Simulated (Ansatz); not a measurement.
# La on Co(0001): change of the work function, part 2 of 4

Aim: the work function of Co(0001) at several coverages of La (fcc site), and the dipole that each adsorbate carries.

Ansatz 0.2.0; plane-wave DFT, PBE, Ansatz PAW.

So far, work function, upper face (eV): step 2 (the clean slab) 4.93.

## (3) The covered slab, k-mesh 4×4×1, coverage 0.111 ML

System of this step: La/Co(0001). The cell holds 37 atoms: 36 Co and 1 La. Its edges and angles: a = 7.530 Å, b = 7.530 Å, c = 27.135 Å, α = 90.0°, β = 90.0°, γ = 60.0°. Vacuum lies along c.

The clean slab as it ended is repeated in the plane and the adsorbate is set on one face; the cell's size fixes the coverage, and the k-mesh shrinks with it to keep the sampling density about even. Adsorbate and upper layers relax, since the dipole depends on the height.

File input.yaml:

```yaml
crystal:
  lattice:
    - [7.53, 0.0, 0.0]
    - [3.765, 6.5211712905, 0.0]
    - [0.0, 0.0, 27.1351676223]
  atoms:
    - { symbol: Co, position: [0.2222222222, 0.2222222222, 0.3316729097], spin: 1.82 }
    - { symbol: Co, position: [0.0, 0.0, 0.4066903199], spin: 1.76 }
    - { symbol: Co, position: [0.2222222222, 0.2222222222, 0.4820687786], spin: 1.74 }
    - { symbol: Co, position: [0.0, 0.0, 0.5537626041], spin: 1.79 }
    - { symbol: Co, position: [0.2222222222, 0.5555555556, 0.3316729097], spin: 1.82 }
    - { symbol: Co, position: [0.0, 0.3333333333, 0.4066903199], spin: 1.76 }
    - { symbol: Co, position: [0.2222222222, 0.5555555556, 0.4820687786], spin: 1.74 }
    - { symbol: Co, position: [0.0, 0.3333333333, 0.5537626041], spin: 1.79 }
    - { symbol: Co, position: [0.2222222222, 0.8888888889, 0.3316729097], spin: 1.82 }
    - { symbol: Co, position: [0.0, 0.6666666667, 0.4066903199], spin: 1.76 }
    - { symbol: Co, position: [0.2222222222, 0.8888888889, 0.4820687786], spin: 1.74 }
    - { symbol: Co, position: [0.0, 0.6666666667, 0.5537626041], spin: 1.79 }
    - { symbol: Co, position: [0.5555555556, 0.2222222222, 0.3316729097], spin: 1.82 }
    - { symbol: Co, position: [0.3333333333, 0.0, 0.4066903199], spin: 1.76 }
    - { symbol: Co, position: [0.5555555556, 0.2222222222, 0.4820687786], spin: 1.74 }
    - { symbol: Co, position: [0.3333333333, 0.0, 0.5537626041], spin: 1.79 }
    - { symbol: Co, position: [0.5555555556, 0.5555555556, 0.3316729097], spin: 1.82 }
    - { symbol: Co, position: [0.3333333333, 0.3333333333, 0.4066903199], spin: 1.76 }
    - { symbol: Co, position: [0.5555555556, 0.5555555556, 0.4820687786], spin: 1.74 }
    - { symbol: Co, position: [0.3333333333, 0.3333333333, 0.5537626041], spin: 1.79 }
    - { symbol: Co, position: [0.5555555556, 0.8888888889, 0.3316729097], spin: 1.82 }
    - { symbol: Co, position: [0.3333333333, 0.6666666667, 0.4066903199], spin: 1.76 }
    - { symbol: Co, position: [0.5555555556, 0.8888888889, 0.4820687786], spin: 1.74 }
    - { symbol: Co, position: [0.3333333333, 0.6666666667, 0.5537626041], spin: 1.79 }
    - { symbol: Co, position: [0.8888888889, 0.2222222222, 0.3316729097], spin: 1.82 }
    - { symbol: Co, position: [0.6666666667, 0.0, 0.4066903199], spin: 1.76 }
    - { symbol: Co, position: [0.8888888889, 0.2222222222, 0.4820687786], spin: 1.74 }
    - { symbol: Co, position: [0.6666666667, 0.0, 0.5537626041], spin: 1.79 }
    - { symbol: Co, position: [0.8888888889, 0.5555555556, 0.3316729097], spin: 1.82 }
    - { symbol: Co, position: [0.6666666667, 0.3333333333, 0.4066903199], spin: 1.76 }
    - { symbol: Co, position: [0.8888888889, 0.5555555556, 0.4820687786], spin: 1.74 }
    - { symbol: Co, position: [0.6666666667, 0.3333333333, 0.5537626041], spin: 1.79 }
    - { symbol: Co, position: [0.8888888889, 0.8888888889, 0.3316729097], spin: 1.82 }
    - { symbol: Co, position: [0.6666666667, 0.6666666667, 0.4066903199], spin: 1.76 }
    - { symbol: Co, position: [0.8888888889, 0.8888888889, 0.4820687786], spin: 1.74 }
    - { symbol: Co, position: [0.6666666667, 0.6666666667, 0.5537626041], spin: 1.79 }
    - { symbol: La, position: [0.1111111111, 0.1111111111, 0.6683270903] }
magnetization:
  spin_polarized: true
kpoints:
  mp_grid: { grid: [4, 4, 1] }
hamiltonian:
  xc: pbe
scf:
  occupations: { method: fermi_dirac, width: 0.1 }
  convergence: { dr2_threshold: 1.0e-08 }
efield:
  axis: 3
  dipole_correction: true
  ramp_position: 0.97
  ramp_width: 0.06
relax:
  f_tol: 0.02
  max_steps: 60
  constraints:
    - { sites: [0, 1, 4, 5, 8, 9, 12, 13, 16, 17, 20, 21, 24, 25, 28, 29, 32, 33] }
output:
  write_potential: true
  write_density: true
  volumetric_format: npy
```

Launch:

```
$ ansatz run input.yaml --threads 4 --pin off --max-ram 16384MiB --backend cpu --events-out ev --progress --plain --runs-dir out
```

The program printed:

```text
[...]
Crystal: 37 atoms, lattice volume = 1332.457 Å³
Basis set: ecut = 420 eV, 26047 PW (Γ), exchange–correlation on 108×108×384 points (8 copies of the dense FFT grid, shifted against one another)
Bands: 413, of which v1, the nominal top of the filled ones, is band 312 counted from 1 (311 counted from 0)
Symmetry: 6 space group operations
k-points: 4 of 16 (time reversal used)
[...]
Starting moments: Σ|m| = 63.99 μB on 36 of 37 sites
[...]
SCF iter   1: F=—  HF=-190766.241467 eV  |F-HF|=—  |Δ(HF+E_count)|=         —  Δρ=4.18e-2 (↑1.00e-2 ↓4.18e-2)  dr2=9.70e1  dr2_m=4.84e0  M=62.311 μB ∫|m|=64.548 μB  β_m=1.00  ethr=3.10e-3  p=0.000 e·Å  D=6.44e-6 V/Å  ΔV_dip=-0.00 eV  dr2_dipole=1.14e1  V_vac-E_F(+/−)=7.29/7.29 eV  ⟨swp⟩=8.9  Hψ=16159  notcnv=0  defer=295
[...]
SCF iter  59: F=-190777.976406 eV  HF=-190777.976406 eV  |F-HF|=8.15e-10  |Δ(HF+E_count)|=  6.69e-10  Δρ=1.46e-7 (↑6.52e-8 ↓1.46e-7)  dr2=6.11e-10  dr2_m=5.69e-11  M=60.202 μB ∫|m|=68.108 μB  ethr=1.00e-12  p=0.728 e·Å  D=9.88e-2 V/Å  ΔV_dip=-2.68 eV  dr2_dipole=2.00e-11  V_vac-E_F(+/−)=2.29/4.97 eV  ⟨swp⟩=6.0  Hψ=18496  notcnv=0
SCF 1 converged in 59 iterations: F = -190777.976406 eV  dr2 = 6.11e-10
[...]
relax step   1: F+E_penalty+E_count = -190777.97640606 eV  Δ(F+E_penalty+E_count) = +0.000e0 eV  max|allowed force component| = 2.830e0 eV/Å  Δτ_max = 0.0000 Å  (59 SCF iters, accepted)
[...]
SCF iter  17: F=-190778.599829 eV  HF=-190778.599829 eV  |F-HF|=2.18e-9  |Δ(HF+E_count)|=   1.83e-9  Δρ=3.80e-7 (↑1.67e-7 ↓3.80e-7)  dr2=4.93e-9  dr2_m=2.66e-10  M=60.352 μB ∫|m|=67.838 μB  ethr=1.55e-12  p=0.760 e·Å  D=1.03e-1 V/Å  ΔV_dip=-2.80 eV  dr2_dipole=7.44e-14  V_vac-E_F(+/−)=2.18/4.97 eV  ⟨swp⟩=6.1  Hψ=18763  notcnv=0
SCF 2 converged in 17 iterations: F = -190778.599829 eV  dr2 = 4.93e-9
[...]
relax step   2: F+E_penalty+E_count = -190778.59982913 eV  Δ(F+E_penalty+E_count) = -6.234e-1 eV  max|allowed force component| = 3.006e0 eV/Å  Δτ_max = 0.1969 Å  (17 SCF iters, accepted)
SCF iter   1: F=—  HF=-190779.284120 eV  |F-HF|=—  |Δ(HF+E_count)|=         —  Δρ=3.33e-3 (↑1.99e-3 ↓3.33e-3)  dr2=4.49e-1  dr2_m=6.76e-2  M=60.297 μB ∫|m|=67.676 μB  β_m=1.00  ethr=3.89e-4  p=0.760 e·Å  D=1.03e-1 V/Å  ΔV_dip=-2.80 eV  dr2_dipole=4.80e-2  V_vac-E_F(+/−)=2.19/4.99 eV  ⟨swp⟩=5.1  Hψ=8007  notcnv=0  defer=273
[...]
SCF iter  15: F=-190779.249739 eV  HF=-190779.249739 eV  |F-HF|=4.42e-9  |Δ(HF+E_count)|=   6.69e-9  Δρ=2.70e-7 (↑1.22e-7 ↓2.70e-7)  dr2=2.53e-9  dr2_m=1.34e-10  M=60.294 μB ∫|m|=67.604 μB  ethr=1.00e-12  p=0.780 e·Å  D=1.06e-1 V/Å  ΔV_dip=-2.87 eV  dr2_dipole=7.92e-11  V_vac-E_F(+/−)=2.10/4.97 eV  ⟨swp⟩=5.9  Hψ=18567  notcnv=0
SCF 3 converged in 15 iterations: F = -190779.249739 eV  dr2 = 2.53e-9
[...]
relax step   3: F+E_penalty+E_count = -190779.24973866 eV  Δ(F+E_penalty+E_count) = -6.499e-1 eV  max|allowed force component| = 2.930e0 eV/Å  Δτ_max = 0.1939 Å  (15 SCF iters, accepted)
[...]
relax step   4: F+E_penalty+E_count = -190779.81539849 eV  Δ(F+E_penalty+E_count) = -5.657e-1 eV  max|allowed force component| = 2.316e0 eV/Å  Δτ_max = 0.1956 Å  (13 SCF iters, accepted)
[...]
relax step   5: F+E_penalty+E_count = -190780.16353349 eV  Δ(F+E_penalty+E_count) = -3.481e-1 eV  max|allowed force component| = 1.017e0 eV/Å  Δτ_max = 0.1982 Å  (14 SCF iters, accepted)
[...]
relax step   6: F+E_penalty+E_count = -190780.26850894 eV  Δ(F+E_penalty+E_count) = -1.050e-1 eV  max|allowed force component| = 3.679e-1 eV/Å  Δτ_max = 0.2000 Å  (15 SCF iters, accepted)
[...]
relax step   7: F+E_penalty+E_count = -190780.31317668 eV  Δ(F+E_penalty+E_count) = -4.467e-2 eV  max|allowed force component| = 7.101e-2 eV/Å  Δτ_max = 0.0413 Å  (15 SCF iters, accepted)
SCF iter   1: F=—  HF=-190780.313254 eV  |F-HF|=—  |Δ(HF+E_count)|=         —  Δρ=2.47e-4 (↑2.09e-4 ↓2.47e-4)  dr2=1.43e-3  dr2_m=5.01e-4  M=59.558 μB ∫|m|=66.430 μB  β_m=1.00  ethr=3.05e-6  p=0.675 e·Å  D=9.16e-2 V/Å  ΔV_dip=-2.49 eV  dr2_dipole=1.14e-4  V_vac-E_F(+/−)=2.48/4.97 eV  ⟨swp⟩=2.2  Hψ=5736  notcnv=0  defer=334
[...]
SCF iter  11: F=-190780.313911 eV  HF=-190780.313911 eV  |F-HF|=2.04e-10  |Δ(HF+E_count)|=   7.80e-9  Δρ=3.05e-7 (↑1.42e-7 ↓3.05e-7)  dr2=2.25e-9  dr2_m=3.39e-10  M=59.567 μB ∫|m|=66.448 μB  ethr=1.00e-12  p=0.677 e·Å  D=9.20e-2 V/Å  ΔV_dip=-2.50 eV  dr2_dipole=2.37e-10  V_vac-E_F(+/−)=2.47/4.97 eV  ⟨swp⟩=6.4  Hψ=18603  notcnv=0
SCF 8 converged in 11 iterations: F = -190780.313911 eV  dr2 = 2.25e-9
relax step   8: F+E_penalty+E_count = -190780.31391058 eV  Δ(F+E_penalty+E_count) = -7.339e-4 eV  max|allowed force component| = 5.027e-3 eV/Å  Δτ_max = 0.0074 Å  (11 SCF iters, accepted)
NSCF: frozen V_eff on 4 k-points
[...]
SCF converged after 11 iterations
Magnetization: 59.5667 μB (341.2833 up, 281.7167 down)
Absolute magnetization: 66.4651 μB (∫|ρ↑−ρ↓|, with the PAW one-centre terms)
[...]
Per-site moments (μB) at R_I (Å): [(1.823482, 1.030734), (1.749162, 1.029560), (1.714000, 1.006299), (1.363073, 0.992456), (1.824750, 1.030734), (1.749162, 1.029560), (1.735531, 1.005332), (1.363073, 0.992456), (1.823482, 1.030734), (1.755235, 1.028609), (1.714000, 1.006299), (1.791631, 1.005332), (1.824750, 1.030734), (1.749162, 1.029560), (1.735531, 1.005332), (1.363073, 0.992456), (1.824750, 1.030734), (1.756384,  [...]
Free energy (F): -190780.313911 eV
[...]
Internal energy: -190779.018940 eV  (E = F + TS)
E sigma→0 (E₀):  -190779.666425 eV
Entropy (-TS):   -1.294971 eV (-34.999 meV/atom)
Fermi energy:    3.366690 eV
Dipole field:    D = 0.091994 V/Å  (p = 0.677406 e·Å, saw-weighted, corrected)
Work function:   Φ+ = 2.4737 eV   Φ− = 4.9700 eV
[...]
--- Forces (eV/Å), atoms counted from 1 ---
  atom   1  Co    -0.00051551    -0.00029763     0.49079637
  atom   2  Co    -0.00234041    -0.00135124    -0.52193005
  atom   3  Co    -0.00286921    -0.00165654     0.00502651
  atom   4  Co    -0.00411447    -0.00237549    -0.00361094
  atom   5  Co     0.00058043    -0.00033511     0.48205464
  atom   6  Co    -0.00000000     0.00270248    -0.52193005
  atom   7  Co    -0.00249849     0.00144250    -0.00231948
  atom   8  Co     0.00000000     0.00475098    -0.00361094
  atom   9  Co     0.00000000     0.00059526     0.49079637
  atom  10  Co     0.03001097    -0.01732684    -0.48129664
  atom  11  Co     0.00000000     0.00331308     0.00502651
  atom  12  Co     0.00076973    -0.00044440     0.00191143
  atom  13  Co     0.00000000     0.00067022     0.48205464
  atom  14  Co     0.00234041    -0.00135124    -0.52193005
  atom  15  Co    -0.00000000    -0.00288501    -0.00231948
  atom  16  Co     0.00411447    -0.00237549    -0.00361094
  atom  17  Co    -0.00058043    -0.00033511     0.48205464
  atom  18  Co     0.02530344     0.01460895    -0.46040690
  atom  19  Co     0.00249849     0.00144250    -0.00231948
  atom  20  Co     0.00010678     0.00006165    -0.00042028
  atom  21  Co     0.00374133    -0.00216006     0.49333551
  atom  22  Co    -0.00000000    -0.02921790    -0.46040690
  atom  23  Co    -0.00167162     0.00096511    -0.00430943
  atom  24  Co    -0.00000000    -0.00012330    -0.00042028
  atom  25  Co     0.00051551    -0.00029763     0.49079637
  atom  26  Co    -0.00000000     0.03465368    -0.48129664
  atom  27  Co     0.00286921    -0.00165654     0.00502651
  atom  28  Co    -0.00000000     0.00088880     0.00191143
  atom  29  Co     0.00000000     0.00432012     0.49333551
  atom  30  Co    -0.02530344     0.01460895    -0.46040690
  atom  31  Co    -0.00000000    -0.00193022    -0.00430943
  atom  32  Co    -0.00010678     0.00006165    -0.00042028
  atom  33  Co    -0.00374133    -0.00216006     0.49333551
  atom  34  Co    -0.03001097    -0.01732684    -0.48129664
  atom  35  Co     0.00167162     0.00096511    -0.00430943
  atom  36  Co    -0.00076973    -0.00044440     0.00191143
  atom  37  La    -0.00000000     0.00000000     0.00346829
  max |Σ_I F_I| component: 3.95e-5 eV/Å
--- Band table (eV; the first three rows and the last of 8) ---
  k-point 0 ↑: bands = [... 308 lower, 2.1901, 2.2079, 2.2138, 2.2277, 2.2328, 2.2328, 2.2468, 2.2468, ... 97 higher]
  k-point 1 ↑: bands = [... 308 lower, 2.2260, 2.2288, 2.2391, 2.2650, 2.2875, 2.2956, 2.3107, 2.3234, ... 97 higher]
  k-point 2 ↑: bands = [... 308 lower, 2.2727, 2.2805, 2.2836, 2.2991, 2.3122, 2.3194, 2.3260, 2.3354, ... 97 higher]
  k-point 3 ↓: bands = [... 308 lower, 4.1663, 4.1988, 4.2202, 4.2371, 4.2388, 4.2606, 4.2696, 4.2951, ... 97 higher]
--- Relaxed structure (8 steps of the walk, 8 accepted, 0 SCFs on fresh bases) ---
  F+E_penalty+E_count = -190780.31391058 eV   max|allowed force component| = 5.027e-3 eV/Å
  atoms:
    - { symbol: Co, position: [0.222222, 0.222222, 0.3316729097] }
    - { symbol: Co, position: [1.111110e-11, 1.111110e-11, 0.4066903199] }
    - { symbol: Co, position: [0.222642, 0.222642, 0.481507] }
    - { symbol: Co, position: [-0.00297069, -0.00297069, 0.553211] }
    - { symbol: Co, position: [0.222222, 0.555556, 0.3316729097] }
    - { symbol: Co, position: [1.111108e-11, 0.333333, 0.4066903199] }
    - { symbol: Co, position: [0.222242, 0.555545, 0.482426] }
    - { symbol: Co, position: [-0.00297069, 0.339275, 0.553211] }
    - { symbol: Co, position: [0.222222, 0.888889, 0.3316729097] }
    - { symbol: Co, position: [-2.222228e-11, 0.666667, 0.4066903199] }
    - { symbol: Co, position: [0.222642, 0.888048, 0.481507] }
    - { symbol: Co, position: [0.000403947, 0.666465, 0.554708] }
    - { symbol: Co, position: [0.555556, 0.222222, 0.3316729097] }
    - { symbol: Co, position: [0.333333, 1.111110e-11, 0.4066903199] }
    - { symbol: Co, position: [0.555545, 0.222242, 0.482426] }
    - { symbol: Co, position: [0.339275, -0.00297069, 0.553211] }
    - { symbol: Co, position: [0.555556, 0.555556, 0.3316729097] }
    - { symbol: Co, position: [0.333333, 0.333333, 0.4066903199] }
    - { symbol: Co, position: [0.555545, 0.555545, 0.482426] }
    - { symbol: Co, position: [0.333140, 0.333140, 0.554750] }
    - { symbol: Co, position: [0.555556, 0.888889, 0.3316729097] }
    - { symbol: Co, position: [0.333333, 0.666667, 0.4066903199] }
    - { symbol: Co, position: [0.556637, 0.888348, 0.481567] }
    - { symbol: Co, position: [0.333140, 0.667053, 0.554750] }
    - { symbol: Co, position: [0.888889, 0.222222, 0.3316729097] }
    - { symbol: Co, position: [0.666667, -2.222223e-11, 0.4066903199] }
    - { symbol: Co, position: [0.888048, 0.222642, 0.481507] }
    - { symbol: Co, position: [0.666465, 0.000403947, 0.554708] }
    - { symbol: Co, position: [0.888889, 0.555556, 0.3316729097] }
    - { symbol: Co, position: [0.666667, 0.333333, 0.4066903199] }
    - { symbol: Co, position: [0.888348, 0.556637, 0.481567] }
    - { symbol: Co, position: [0.667053, 0.333140, 0.554750] }
    - { symbol: Co, position: [0.888889, 0.888889, 0.3316729097] }
    - { symbol: Co, position: [0.666667, 0.666667, 0.4066903199] }
    - { symbol: Co, position: [0.888348, 0.888348, 0.481567] }
    - { symbol: Co, position: [0.666465, 0.666465, 0.554708] }
    - { symbol: La, position: [0.111111, 0.111111, 0.631042] }
```

The job ended after 59 min (4 threads of Arm Neoverse V1, shared host; peak memory 11 GiB).

The steps of the relaxation:

| step | energy less that of the first step (eV) | largest force component (eV/Å) |
| --- | --- | --- |
| 1 | 0.0000 | 2.8295 |
| 2 | -0.6234 | 3.0061 |
| 3 | -1.2733 | 2.9304 |
| 4 | -1.8390 | 2.3163 |
| 5 | -2.1871 | 1.0168 |
| 6 | -2.2921 | 0.3679 |
| 7 | -2.3368 | 0.0710 |
| 8 | -2.3375 | 0.0050 |

Forces are held to the 6 operations that the program found; a distortion that breaks them can't arise in this run.

The atoms that moved most (Å):

| atom | dx | dy | dz | length |
| --- | --- | --- | --- | --- |
| La37 | 0.000 | 0.000 | -1.012 | 1.012 |
| Co4 | -0.034 | -0.019 | -0.015 | 0.042 |
| Co16 | 0.034 | -0.019 | -0.015 | 0.042 |
| Co8 | 0.000 | 0.039 | -0.015 | 0.042 |
| Co20 | -0.002 | -0.001 | 0.027 | 0.027 |
| Co32 | 0.002 | -0.001 | 0.027 | 0.027 |
| Co24 | 0.000 | 0.003 | 0.027 | 0.027 |
| Co36 | -0.002 | -0.001 | 0.026 | 0.026 |

The relaxed structure:

```cif
data_structure
_symmetry_space_group_name_H-M 'P 1'
_symmetry_Int_Tables_number 1
_cell_length_a 7.5300
_cell_length_b 7.5300
_cell_length_c 27.1352
_cell_angle_alpha 90.000
_cell_angle_beta 90.000
_cell_angle_gamma 60.000
_cell_volume 1332.46
loop_
_atom_site_label
_atom_site_type_symbol
_atom_site_fract_x
_atom_site_fract_y
_atom_site_fract_z
_atom_site_occupancy
Co1 Co 0.22222 0.22222 0.33167 1
Co2 Co 0.00000 0.00000 0.40669 1
Co3 Co 0.22264 0.22264 0.48151 1
Co4 Co 0.99703 0.99703 0.55321 1
Co5 Co 0.22222 0.55556 0.33167 1
Co6 Co 0.00000 0.33333 0.40669 1
Co7 Co 0.22224 0.55555 0.48243 1
Co8 Co 0.99703 0.33927 0.55321 1
Co9 Co 0.22222 0.88889 0.33167 1
Co10 Co 0.00000 0.66667 0.40669 1
Co11 Co 0.22264 0.88805 0.48151 1
Co12 Co 0.00040 0.66646 0.55471 1
Co13 Co 0.55556 0.22222 0.33167 1
Co14 Co 0.33333 0.00000 0.40669 1
Co15 Co 0.55555 0.22224 0.48243 1
Co16 Co 0.33927 0.99703 0.55321 1
Co17 Co 0.55556 0.55556 0.33167 1
Co18 Co 0.33333 0.33333 0.40669 1
Co19 Co 0.55555 0.55555 0.48243 1
Co20 Co 0.33314 0.33314 0.55475 1
Co21 Co 0.55556 0.88889 0.33167 1
Co22 Co 0.33333 0.66667 0.40669 1
Co23 Co 0.55664 0.88835 0.48157 1
Co24 Co 0.33314 0.66705 0.55475 1
Co25 Co 0.88889 0.22222 0.33167 1
Co26 Co 0.66667 0.00000 0.40669 1
Co27 Co 0.88805 0.22264 0.48151 1
Co28 Co 0.66646 0.00040 0.55471 1
Co29 Co 0.88889 0.55556 0.33167 1
Co30 Co 0.66667 0.33333 0.40669 1
Co31 Co 0.88835 0.55664 0.48157 1
Co32 Co 0.66705 0.33314 0.55475 1
Co33 Co 0.88889 0.88889 0.33167 1
Co34 Co 0.66667 0.66667 0.40669 1
Co35 Co 0.88835 0.88835 0.48157 1
Co36 Co 0.66646 0.66646 0.55471 1
La37 La 0.11111 0.11111 0.63104 1
```

This step gave:

- energy at zero smearing: -190779.6664 eV
- total moment: 59.57 μB
- work function, upper face: 2.474 eV
- work function, lower face: 4.970 eV
- dipole along the normal: 0.6774 e·Å
- step between the vacuum levels: -2.496 eV

Running mean over 2.03561 Å of the planar mean; the ramp of the sawtooth is left out. The electron's electrostatic potential energy less the Fermi level by z:

| z (Å) | electron's electrostatic potential energy less the Fermi level (eV) |
| --- | --- |
| 4 | 4.97 |
| 5 | 4.96 |
| 6 | 4.91 |
| 7 | 4.18 |
| 8 | -3.47 |
| 9 | -10.3 |
| 10 | -10.5 |
| 11 | -10.6 |
| 12 | -10.5 |
| 13 | -10.6 |
| 14 | -11.3 |
| 15 | -10.5 |
| 16 | -5.48 |
| 17 | 0.203 |
| 18 | 0.898 |
| 19 | 2.12 |
| 20 | 2.42 |
| 21 | 2.47 |
| 22 | 2.47 |
| 23 | 2.47 |
| 24 | 2.47 |

Site moment by element, in μB:

| element | atoms | mean | spread (r.m.s.) | least | largest |
| --- | --- | --- | --- | --- | --- |
| Co | 36 | 1.74 | 0.12 | 1.36 | 1.82 |
| La | 1 | -0.15 | 0.00 | -0.15 | -0.15 |

The atoms farthest from the mean of their element:

| atom | x, y, z (Å) | site moment (μB) |
| --- | --- | --- |
| Co16 | 2.54, -0.02, 15.01 | 1.36 |
| Co8 | 1.26, 2.21, 15.01 | 1.36 |
| Co4 | -0.03, -0.02, 15.01 | 1.36 |
| Co13 | 5.02, 1.45, 9.00 | 1.82 |
| Co17 | 6.28, 3.62, 9.00 | 1.82 |
| Co5 | 3.76, 3.62, 9.00 | 1.82 |
| Co1 | 2.51, 1.45, 9.00 | 1.82 |
| Co25 | 7.53, 1.45, 9.00 | 1.82 |

The relaxation took 8 steps and lowered the energy by 2.3 eV; the largest force on the free atoms ends at 0.0050 eV/Å.

The covered face has 2.47 eV, -2.45 eV against the clean one; the bare back face has moved by -0.02 eV, a measure of how thin the slab is.

[end of part 2 of 4]

[Long decimals in the printed logs are rounded to 6 places.]

[Logs are printed without paths, hosts, clocks, repeated set-up lines and the standing remarks that a program may print on its own settings, such as how far it seeks lower states.]

[Hosts, paths, dates, database ids (printed as entryN), source tags and the programs' standing remarks are cut or masked in the printed files.]

[Maps of the electrostatic potential energy from Ansatz leave out the sawtooth potential of an applied field or a dipole correction, so their vacuum need not be flat; planar profiles and work functions include it.]
